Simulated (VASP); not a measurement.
Wanted: the native input for a VASP 6.6.1 run.

```
Task                   : single point
Functional             : RPBE
Potentials or basis    : VASP PAW PBE potentials, release 64 (Cu, O)
Cutoff                 : 500 eV
k mesh                 : 10 × 10 × 5
Occupations            : gaussian, width 0.1 eV
Spin                   : no spin polarisation
Further INCAR settings : ALGO = Normal; EDIFF = 1e-06
```

The structure of CuO (Tenorite) lies in POSCAR:

```
CuO
1.0
    2.3418500000     -1.7113000000      0.0000000000
    2.3418500000      1.7113000000      0.0000000000
   -0.8500274268      0.0000000000      5.0578693947
Cu O
2 2
Cartesian
    0.7459112866     -0.8556500000      2.5289346974
    1.1709250000      0.8556500000      0.0000000000
    1.7043294299      0.2792841600      3.7934020460
    2.1293431433     -0.2792841600      1.2644673487
```

The input as run:

INCAR

```
SYSTEM = CuO
  ALGO = Normal
  EDIFF = 1E-6
  ENCUT = 500
  GGA = RP
  ISIF = 2
  ISMEAR = 0
  LASPH = .TRUE.
  LCHARG = .FALSE.
  LREAL = .FALSE.
  LWAVE = .FALSE.
  NELM = 60
  PREC = Accurate
  SIGMA = 0.1
```

KPOINTS

```
k-points
0
G
  10 10 5
  0 0 0
```

Potentials or basis: VASP PAW PBE potentials, release 64 (Cu, O).

Launch:

```console
$ cat potpaw_PBE.64/Cu/POTCAR potpaw_PBE.64/O/POTCAR > POTCAR
$ mpirun -np 1 vasp_std > vasp.out
```

Results of the run:

| Item | Value |
| --- | --- |
| Pressure | 11.8 GPa |
| Largest force | 0.147 eV/Å |
| Band gap on the k mesh | none (metal or under the smearing width) |

Caveat: the PAW data sets were made with another functional, which shifts forces and pressure a little; the run has no spin polarisation, though such a crystal can be magnetic; semilocal functionals often make such compounds metallic where correlation or magnetic order opens a gap, which also shifts bond lengths.

Run time: 3.3 min on 1 thread of AMD EPYC 7R43 64-Core Processor (Zen 3), on a shared host, peak memory 0.19 GiB.
